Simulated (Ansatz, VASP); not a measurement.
## Two plane-wave programs on BP

INCAR

```
SYSTEM = BP
ALGO = Normal
EDIFF = 1E-6
ENCUT = 520
GGA = PE
ISIF = 2
ISMEAR = 0
LASPH = .True.
LCHARG = .False.
LREAL = .False.
LWAVE = .False.
NBANDS = 11
NELM = 80
PREC = Accurate
SIGMA = 0.05
```

The input KPOINTS:

```
k-points
0
Gamma
  10 10 10
  0 0 0
```

Contents of POSCAR:

```
BP
1.0
    0.0000000000      2.3082641451      2.2741518671
    2.3082641451      0.0000000000      2.2741518671
    2.3082641451      2.3082641451      0.0000000000
B P
1 1
Direct
    0.0000000000      0.0000000000      0.0000000000
    0.7500000000      0.7500000000      0.7500000000
```

Input for Ansatz:

```yaml
crystal:
  lattice:
    - [0.0, 2.3082641451, 2.2741518671]
    - [2.3082641451, 0.0, 2.2741518671]
    - [2.3082641451, 2.3082641451, 0.0]
  atoms:
    - { symbol: B, position: [0.0, 0.0, 0.0] }
    - { symbol: P, position: [0.75, 0.75, 0.75] }
basis:
  ecutwfc: 420
kpoints:
  mp_grid: { grid: [10, 10, 10] }
hamiltonian:
  xc: pbe
scf:
  occupations: { method: gaussian, width: 0.05 }
output:
  forces: true
  stress: true
  eigenvalues: true
```

Change from the starting cell: strain +0.015 along x and y, +0.000 along z, atoms carried along.

Alike in both runs: task single point; functional PBE; k mesh 10 × 10 × 10; occupations gaussian, width 0.05 eV; no spin polarisation.

|  | VASP | Ansatz |
| --- | --- | --- |
| version | VASP 6.6.1 | Ansatz 0.2.0 |
| potentials or method | VASP PAW PBE potentials, release 64 (B, P) | scalar-relativistic, plane waves, PAW |
| plane-wave cutoff (eV) | 520 | 420 |
| valence electrons in the cell | 8 | 8 |

|  | VASP | Ansatz | Ansatz less VASP |
| --- | --- | --- | --- |
| gap on the k mesh at the Fermi level (eV) | 1.07 | 1.07 | +0.004 |
| least direct gap on the mesh (eV) | 3.20 | 3.20 | +0.003 |
| pressure (GPa) | -4.8 | -4.5 | +0.21 |
| largest component of the traceless stress (GPa) | 2.53 | 2.52 | -0.004 |

A k mesh can miss the band edges.
